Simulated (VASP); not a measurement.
# InP (Fm-3m) in VASP: a series of runs

The runs below take InP through single point, relaxation of cell and atoms, with PBE.

Everything below comes from runs of VASP 6.6.1. Logs are shortened: lines on timing, memory, paths and dates and some standing lists are left out, and cuts for length are marked.

### 1 Starting point

It takes space group Fm-3m (No. 225, cubic). The conventional cell has a = 5.540 Å, b = 5.540 Å, c = 5.540 Å, α = 90.00°, β = 90.00°, γ = 90.00°. In (site symmetry m-3m) is surrounded by 6 P at 2.77 Å. P (site symmetry m-3m) is surrounded by 6 In at 2.77 Å.

Measurements of this composition are mostly on another form, of space group No. 216.

### 2 Single point, PBE

INCAR reads:

```
  PREC = Accurate
  ENCUT = 520
  EDIFF = 1E-6
  ISMEAR = 0
  SIGMA = 0.15
  LREAL = False
  LASPH = True
  NELM = 100
  ALGO = Fast
  ISIF = 2
  LWAVE = False
  LCHARG = False
  GGA = PE
  NBANDS = 16
```

KPOINTS reads:

```
Automatic mesh
0
Gamma
  20 20 20
```

POSCAR reads:

```
InP
1.0
    0.0000000000      2.7701604146      2.7701604146
    2.7701604146      0.0000000000      2.7701604146
    2.7701604146      2.7701604146      0.0000000000
In P
1 1
Direct
    0.0000000000      0.0000000000      0.0000000000
    0.5000000000      0.5000000000      0.5000000000
```

Potentials or basis: VASP PAW PBE potentials, release 64 (In_d, P).

Command:

```
cat potpaw_PBE.64/In_d/POTCAR potpaw_PBE.64/P/POTCAR > POTCAR
mpirun -np 1 vasp_std > vasp.out
```

OUTCAR:

```text
PREC = Accurate
   ENCUT = 520
   EDIFF = 1E-6
   ISMEAR = 0
   LREAL = False
   LASPH = True
   NELM = 100
   ISIF = 2
   GGA = PE

 ion  position               nearest neighbor table
   1  0.000  0.000  0.000-   2 2.77   2 2.77   2 2.77   2 2.77   2 2.77   2 2.77
   2  0.500  0.500  0.500-   1 2.77   1 2.77   1 2.77   1 2.77   1 2.77   1 2.77

  LATTYP: Found a face centered cubic cell.
 ALAT       =     5.5403208292

  Lattice vectors:

 A1 = (   0.0000000000,   2.7701604146,   2.7701604146)
 A2 = (   2.7701604146,   0.0000000000,   2.7701604146)
 A3 = (   2.7701604146,   2.7701604146,   0.0000000000)

Analysis of symmetry for initial positions (statically):
=====================================================================
 Subroutine PRICEL returns:
 Original cell was already a primitive cell.

 Routine SETGRP: Setting up the symmetry group for a
 face centered cubic supercell.

 Subroutine GETGRP returns: Found 48 space group operations
 (whereof 48 operations were pure point group operations)
 out of a pool of 48 trial point group operations.

The static configuration has the point symmetry O_h .

Analysis of symmetry for dynamics (positions and initial velocities):
=====================================================================
 Subroutine PRICEL returns:
 Original cell was already a primitive cell.

 Routine SETGRP: Setting up the symmetry group for a
 face centered cubic supercell.

 Subroutine GETGRP returns: Found 48 space group operations
 (whereof 48 operations were pure point group operations)
 out of a pool of 48 trial point group operations.

The dynamic configuration has the point symmetry O_h .

 Subroutine INISYM returns: Found 48 space group operations
 (whereof 48 operations are pure point group operations),
 and found     1 'primitive' translations

----------------------------------------------------------------------------------------

                                     Primitive cell

  volume of cell :      42.5153

  direct lattice vectors                    reciprocal lattice vectors
     0.000000000  2.770160415  2.770160415    -0.180494962  0.180494962  0.180494962
     2.770160415  0.000000000  2.770160415     0.180494962 -0.180494962  0.180494962
     2.770160415  2.770160415  0.000000000     0.180494962  0.180494962 -0.180494962

  length of vectors
     3.917598428  3.917598428  3.917598428     0.312626445  0.312626445  0.312626445

  position of ions in fractional coordinates (direct lattice)
     0.000000000  0.000000000  0.000000000
     0.500000000  0.500000000  0.500000000

  ion indices of the primitive-cell ions
   primitive index   ion index
                 1           1
                 2           2

----------------------------------------------------------------------------------------

 KPOINTS: Automatic mesh

Automatic generation of k-mesh.
 Grid dimensions read from file:
 generate k-points for:   20   20   20

 Generating k-lattice:

  Cartesian coordinates                     Fractional coordinates (reciprocal lattice)
    -0.009024748  0.009024748  0.009024748     0.050000000  0.000000000  0.000000000
     0.009024748 -0.009024748  0.009024748     0.000000000  0.050000000  0.000000000
     0.009024748  0.009024748 -0.009024748     0.000000000  0.000000000  0.050000000

  Length of vectors
     0.015631322  0.015631322  0.015631322

  Shift w.r.t. Gamma in fractional coordinates (k-lattice)
     0.000000000  0.000000000  0.000000000

 Subroutine IBZKPT returns following result:
 ===========================================

 Found    256 irreducible k-points:

 Following reciprocal coordinates:
            Coordinates               Weight
  0.000000  0.000000  0.000000      1.000000
  0.050000  0.000000  0.000000      8.000000
  0.100000  0.000000  0.000000      8.000000
  0.150000  0.000000  0.000000      8.000000
  0.200000  0.000000  0.000000      8.000000
  0.250000  0.000000  0.000000      8.000000
[... 16 lines left out ...]
 -0.400000  0.050000  0.000000     24.000000
 -0.350000  0.050000  0.000000     24.000000
 [... further k-points ...]
   k-points           NKPTS =    256   k-points in BZ     NKDIM =    256   number of bands    NBANDS=     16
   number of dos      NEDOS =    301   number of ions     NIONS =      2
   total plane-waves  NPLWV =  27000
   dimension x,y,z NGX =    30 NGY =   30 NGZ =   30
   dimension x,y,z NGXF=    60 NGYF=   60 NGZF=   60
   ions per type =               1   1
   NGX,Y,Z   is equivalent  to a cutoff of  12.73, 12.73, 12.73 a.u.
   NGXF,Y,Z  is equivalent  to a cutoff of  25.46, 25.46, 25.46 a.u.
 SYSTEM =  unknown system
   PREC   = accura    normal or accurate (medium, high low for compatibility)
   ISTART =      0    job   : 0-new  1-cont  2-samecut
   ICHARG =      2    charge: 1-file 2-atom 10-const
   ISPIN  =      1    spin polarized calculation?
   LNONCOLLINEAR =      F non collinear calculations
   LSORBIT =      F    spin-orbit coupling
   LASPH  =      T    aspherical Exc in radial PAW
   ENCUT  =  520.0 eV  38.22 Ry    6.18 a.u.   7.28  7.28  7.28*2*pi/ulx,y,z
   NELM   =    100;   NELMIN=  2; NELMDL= -5     # of ELM steps
   EDIFF  = 0.1E-05   stopping-criterion for ELM
   LREAL  =      F    real-space projection
   EDIFFG = 0.1E-04   stopping-criterion for IOM
   NSW    =      0    number of steps for IOM
   IBRION =     -1    ionic relax: 0-MD 1-quasi-New 2-CG
   NFREE  =      0    steps in history (QN), initial steepest desc. (CG)
   ISIF   =      2    stress and relaxation
   ISYM   =      2    0-nonsym 1-usesym 2-fastsym
   POTIM  = 0.5000    time-step for ionic-motion
   TEBEG  =    0.0;   TEEND  =   0.0 temperature during run
   PSTRESS=    0.0 pullay stress
   NELECT =      18.0000    total number of electrons
   NUPDOWN=      -1.0000    fix difference up-down
   EMIN   =  10.00;   EMAX   =-10.00  energy-range for DOS
   EFERMI =   0.00;   METHOD = LEGACY
   ISMEAR =     0;   SIGMA  =   0.15  broadening in eV -4-tet -1-fermi 0-gaus
   EFERMI_NEDOS =   21; number of points for ismear=-14 and -15
   IALGO  =     68    algorithm
   IMIX   =      4    mixing-type and parameters
     AMIX     =   0.40;   BMIX     =  1.00
     AMIX_MAG =   1.60;   BMIX_MAG =  1.00
  volume/ion in A,a.u.               =      21.26       143.45
  Fermi-wavevector in a.u.,A,eV,Ry     =   1.229280  2.323002 20.560156  1.511129
  Thomas-Fermi vector in A             =   2.364173
   LORBIT       =      0    0 simple, 1 ext, 2 COOP (PROOUT), +10 PAW based schemes
   GGA     = PE    functional components
   LHFCALC =     F    Hartree Fock is set to
   AEXX    =    0.0000 exact exchange contribution
   IVDW    =     0    specifies the selected vdW correction
   LEPSILON=     F    determine dielectric tensor
   LRPA    =     F    only Hartree local field effects (RPA)
 non-spin polarized calculation
 RMM-DIIS sequential band-by-band and
 Gauss-broadening in eV      SIGMA  =   0.15
  energy-cutoff  :      520.00
  volume of cell :       42.52
 maximum number of plane-waves:      1167
 NGX is ok and might be reduce to    30
   NGX = 15   NGY = 15   NGZ = 15

 number of electron      18.0000009 magnetization

 Free energy of the ion-electron system (eV)
  ---------------------------------------------------
  ext. energy  EPLUGINS =         0.00000000
  ---------------------------------------------------
  free energy    TOTEN  =        -7.92072561 eV

  energy without entropy =       -7.90675477  energy(sigma->0) =       -7.91374019

 E-fermi :   7.0375     XC(G=0): -10.3896

 val. band max:        7.0344217554   @ k =  -0.4000   0.4000   0.0500
 cond. band min:       7.0380010087   @ k =  -0.1000   0.1000   0.0000
 fundamental gap:      0.0035792533
 Fermi energy:         7.0375014484

 k-point     1 :       0.0000    0.0000    0.0000
  band No.  band energies     occupation
      1      -7.1960      2.00000
      2      -7.1960      2.00000
      3      -7.1764      2.00000
      4      -7.1764      2.00000
      5      -7.1764      2.00000
      6      -4.9790      2.00000
[... 8 lines left out ...]
     15      15.4887      0.00000
     16      15.4887      0.00000

 k-point     2 :       0.0500    0.0000    0.0000
  band No.  band energies     occupation
      1      -7.1970      2.00000
      2      -7.1970      2.00000
      3      -7.1764      2.00000
      4      -7.1749      2.00000
      5      -7.1749      2.00000
      6      -4.9479      2.00000
[... 8 lines left out ...]
     15      15.1376      0.00000
     16      15.5113      0.00000

 k-point     3 :       0.1000    0.0000    0.0000
  band No.  band energies     occupation
      1      -7.2006      2.00000
      2      -7.2006      2.00000
      3      -7.1766      2.00000
      4      -7.1699      2.00000
      5      -7.1699      2.00000
      6      -4.8548      2.00000
[... 8 lines left out ...]
     15      14.8029      0.00000
     16      15.4401      0.00000

 k-point     4 :       0.1500    0.0000    0.0000
  band No.  band energies     occupation
      1      -7.2071      2.00000
      2      -7.2071      2.00000
      3      -7.1772      2.00000
      4      -7.1612      2.00000
      5      -7.1612      2.00000
      6      -4.7011      2.00000
[... 8 lines left out ...]
     15      14.9277      0.00000
     16      15.3323      0.00000

 k-point     5 :       0.2000    0.0000    0.0000
  band No.  band energies     occupation
      1      -7.2157      2.00000
      2      -7.2157      2.00000
      3      -7.1782      2.00000
      4      -7.1499      2.00000
      5      -7.1499      2.00000
      6      -4.4898      2.00000
[... 8 lines left out ...]
     15      15.2704      0.00000
     16      15.3109      0.00000

 k-point     6 :       0.2500    0.0000    0.0000
  band No.  band energies     occupation
      1      -7.2255      2.00000
      2      -7.2255      2.00000
      3      -7.1797      2.00000
      4      -7.1369      2.00000
      5      -7.1369      2.00000
      6      -4.2260      2.00000
[... 8 lines left out ...]
     15      15.7327      0.00000
     16      15.7327      0.00000

 k-point     7 :       0.3000    0.0000    0.0000
  band No.  band energies     occupation
      1      -7.2353      2.00000
      2      -7.2353      2.00000
      3      -7.1817      2.00000
      4      -7.1239      2.00000
      5      -7.1239      2.00000
      6      -3.9195      2.00000
[... 8 lines left out ...]
     15      16.2833      0.00000
     16      16.2833      0.00000

 k-point     8 :       0.3500    0.0000    0.0000
  band No.  band energies     occupation
      1      -7.2442      2.00000
      2      -7.2442      2.00000
      3      -7.1837      2.00000
      4      -7.1121      2.00000
      5      -7.1121      2.00000
      6      -3.5881      2.00000
[... 8 lines left out ...]
     15      16.8949      0.00000
     16      16.8949      0.00000

 k-point     9 :       0.4000    0.0000    0.0000
  band No.  band energies     occupation
      1      -7.2512      2.00000
      2      -7.2512      2.00000
      3      -7.1854      2.00000
      4      -7.1026      2.00000
      5      -7.1026      2.00000
      6      -3.2652      2.00000
[... 8 lines left out ...]
     15      17.5223      0.00000
     16      17.5223      0.00000
[... 172 lines left out ...]
 k-point    19 :       0.4000    0.0500    0.0000
  band No.  band energies     occupation
      1      -7.2573      2.00000
      2      -7.2440      2.00000
      3      -7.1837      2.00000
      4      -7.1107      2.00000
      5      -7.1019      2.00000
      6      -3.3377      2.00000
[... 8 lines left out ...]
     15      17.5648      0.00000
     16      17.7253      0.00000

 k-point    20 :       0.4500    0.0500    0.0000
  band No.  band energies     occupation
      1      -7.2616      2.00000
      2      -7.2505      2.00000
      3      -7.1848      2.00000
      4      -7.1027      2.00000
      5      -7.0959      2.00000
      6      -3.0521      2.00000
[... 8 lines left out ...]
     15      18.2004      0.00000
     16      18.2596      0.00000

 k-point    21 :       0.5000    0.0500    0.0000
  band No.  band energies     occupation
      1      -7.2627      2.00000
      2      -7.2545      2.00000
      3      -7.1853      2.00000
      4      -7.0980      2.00000
      5      -7.0940      2.00000
      6      -2.8914      2.00000
[... 8 lines left out ...]
     15      18.3256      0.00000
     16      18.7848      0.00000

 k-point    22 :      -0.4500    0.0500    0.0000
  band No.  band energies     occupation
      1      -7.2606      2.00000
      2      -7.2554      2.00000
      3      -7.1851      2.00000
      4      -7.0972      2.00000
      5      -7.0963      2.00000
      6      -2.9259      2.00000
[... 8 lines left out ...]
     15      17.9827      0.00000
     16      18.8143      0.00000

 k-point    23 :      -0.4000    0.0500    0.0000
  band No.  band energies     occupation
      1      -7.2555      2.00000
      2      -7.2533      2.00000
      3      -7.1843      2.00000
      4      -7.1025      2.00000
      5      -7.1003      2.00000
      6      -3.1384      2.00000
[... 8 lines left out ...]
     15      17.3835      0.00000
     16      18.4329      0.00000

 k-point    24 :      -0.3500    0.0500    0.0000
  band No.  band energies     occupation
      1      -7.2484      2.00000
      2      -7.2477      2.00000
      3      -7.1830      2.00000
      4      -7.1120      2.00000
      5      -7.1071      2.00000
      6      -3.4468      2.00000
[... 8 lines left out ...]
     15      16.7249      0.00000
     16      17.8408      0.00000

 [... further k-points ...]

------------------------ aborting loop because EDIFF is reached ----------------------------------------

  FORCE on cell =-STRESS in cart. coord.  units (eV):
  Direction    XX          YY          ZZ          XY          YZ          ZX
  --------------------------------------------------------------------------------------
  -------------------------------------------------------------------------------------
  Total       -0.0238680     -0.0238680     -0.0238680      0.0000000     -0.0000000      0.0000000
  in kB       -0.8994581     -0.8994581     -0.8994581      0.0000000     -0.0000000      0.0000000
  external PRESSURE =      -0.8994581 kB  Pullay stress =       0.0000000 kB

 VOLUME and BASIS-vectors are now :
 -----------------------------------------------------------------------------
  energy-cutoff  :      520.00
  volume of cell :       42.52
      direct lattice vectors                 reciprocal lattice vectors
     0.000000000  2.770160415  2.770160415    -0.180494962  0.180494962  0.180494962
     2.770160415  0.000000000  2.770160415     0.180494962 -0.180494962  0.180494962
     2.770160415  2.770160415  0.000000000     0.180494962  0.180494962 -0.180494962

 POSITION                                       TOTAL-FORCE (eV/Angst)
 -----------------------------------------------------------------------------------
      0.00000      0.00000      0.00000         0.000000      0.000000     -0.000000
      2.77016      2.77016      2.77016        -0.000000     -0.000000      0.000000
 -----------------------------------------------------------------------------------
    total drift:                               -0.000000      0.000000      0.000000

  FREE ENERGIE OF THE ION-ELECTRON SYSTEM (eV)
  ---------------------------------------------------
  free  energy   TOTEN  =        -7.9207256128 eV

  energy  without entropy=       -7.9067547701  energy(sigma->0) =       -7.91374019
```

It took 94 s on 1 thread of Intel Xeon 6975P-C (Granite Rapids), shared host; peak memory 0.29 GiB.

Results:

```
Free energy            : -7.9207 eV
Pressure               : -0.1 GPa
Band gap on the k mesh : none (metal or under the smearing width)
```

### 3 Single point, PBE

INCAR reads:

```
PREC = Accurate
ENCUT = 520
EDIFF = 1E-7
ISMEAR = 0
SIGMA = 0.1
LREAL = F
LASPH = T
NELM = 100
ALGO = Normal
ISIF = 2
LWAVE = F
LCHARG = T
GGA = PE
LELF = T
LVHAR = T
NBANDS = 16
```

KPOINTS reads:

```
Automatic mesh
0
Gamma
  14 14 14
```

POSCAR is that of step 2.

Potentials or basis: VASP PAW PBE potentials, release 64 (In_d, P).

Command:

```
cat potpaw_PBE.64/In_d/POTCAR potpaw_PBE.64/P/POTCAR > POTCAR
mpirun -np 1 vasp_std > vasp.out
```

Wall time 53 s (1 thread of Intel Xeon 6975P-C (Granite Rapids), shared host); peak memory 0.21 GiB.

Results (log left out):

```yaml
Free_energy: -7.9180 eV
Pressure: 0.0 GPa
Band_gap_on_the_k_mesh: none (metal or under the smearing width)
```

Levels at points of the mesh, in eV from the Fermi level:
| k point | band 6 | band 7 | band 8 | band 9 | band 10 | band 11 | band 12 | band 13 |
| --- | --- | --- | --- | --- | --- | --- | --- | --- |
| (0.00, 0.00, 0.00) | -11.97 | -0.25 | -0.25 | -0.25 | 0.55 | 7.14 | 7.14 | 7.14 |
| (0.50, 0.00, 0.00) | -9.90 | -6.59 | 0.18 | 0.18 | 2.53 | 3.45 | 3.45 | 5.22 |
| (0.50, 0.50, 0.00) | -8.80 | -4.90 | -2.46 | -2.29 | -2.29 | 3.88 | 9.89 | 9.89 |

(Part 1 of 2 ends here.)
